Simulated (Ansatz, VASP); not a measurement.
## Two plane-wave programs on Si

The input INCAR:

```
ALGO     = Normal         # electronic algorithm
EDIFF    = 1E-7           # SCF threshold, eV
ENCUT    = 520            # plane-wave cutoff, eV
GGA      = PE             # functional
ISIF     = 2              # what is computed and relaxed
ISMEAR   = 0              # smearing method
LASPH    = T              # aspherical terms in the spheres
LCHARG   = F              # write CHGCAR
LREAL    = F              # projectors in reciprocal space
LWAVE    = F              # write WAVECAR
NBANDS   = 11             # bands
NELM     = 60             # most SCF steps
PREC     = Accurate       # precision mode
SIGMA    = 0.05           # smearing width, eV
```

File KPOINTS:

```
k-points
0
Gamma
  8 8 8
```

Contents of POSCAR:

```
Si
1.0
    0.0000000000      2.9637968550      2.8783355847
    2.3621495119      0.0000000000      2.8783355847
    2.3621495119      2.9637968550      0.0000000000
Si
2
Direct
    0.5000000000      0.5000000000      0.5000000000
    0.7500000000      0.7500000000      0.7500000000
```

Input for Ansatz:

```yaml
crystal:
  lattice:
    - [0.0, 2.963796855, 2.8783355847]
    - [2.3621495119, 0.0, 2.8783355847]
    - [2.3621495119, 2.963796855, 0.0]
  atoms:
    - { symbol: Si, position: [0.5, 0.5, 0.5] }
    - { symbol: Si, position: [0.75, 0.75, 0.75] }
basis:
  ecutwfc: 420
kpoints:
  mp_grid: { grid: [8, 8, 8] }
hamiltonian:
  xc: pbe
  pseudopotentials: { kind: paw, azcp: { folder: soft_1 } }
scf:
  occupations: { method: gaussian, width: 0.05 }
output:
  forces: true
  stress: true
  eigenvalues: true
```

Change from the starting cell: strain +e along x and -e along y -0.1100, strain +e along z and -e/2 along x and y +0.0525.

Alike in both runs: task single point; functional PBE; k mesh 8 × 8 × 8; occupations gaussian, width 0.05 eV; no spin polarisation.

|  | VASP | Ansatz |
| --- | --- | --- |
| version | VASP 6.6.1 | Ansatz 0.2.0 |
| potentials or method | VASP PAW PBE potentials, release 64 (Si) | scalar-relativistic, plane waves, PAW |
| plane-wave cutoff (eV) | 520 | 420 |
| valence electrons in the cell | 8 | 8 |

Ansatz gave:

```
gap on the k mesh at the Fermi level (eV)       : none
pressure (GPa)                                  : -0.6
largest component of the traceless stress (GPa) : 7.88
```

Task: Estimate VASP's values.

Result: gap on the k mesh at the Fermi level (eV): none; pressure (GPa): -0.7; largest component of the traceless stress (GPa): 7.91.

A gap of «none» marks a metal or a gap that the smearing closes.
